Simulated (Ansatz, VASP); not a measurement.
## Two plane-wave programs on B

```
CELL_PARAMETERS angstrom
1.95520 0.00000 0.00000
0.00000 1.95520 0.00000
0.00000 0.00000 1.95520
ATOMIC_POSITIONS crystal
B 0.00000 0.00000 0.00000
```

Alike in both runs: task single point; functional BLYP; k mesh 18 × 18 × 18; occupations fermi-dirac, width 0.1 eV; no spin polarisation.

|  | VASP | Ansatz |
| --- | --- | --- |
| version | VASP 6.6.1 | Ansatz 0.2.0 |
| potentials or method | VASP PAW PBE potentials, release 64 (B) | plane waves (420 eV) with PAW, scalar-relativistic |
| plane-wave cutoff (eV) | 520 | 420 |
| valence electrons in the cell | 3 | 3 |

|  | VASP | Ansatz | Ansatz less VASP |
| --- | --- | --- | --- |
| pressure (GPa) | -13.3 | -13.4 | -0.14 |

Caveats: the PAW data sets were made with another functional, which shifts forces and pressure a little (VASP).
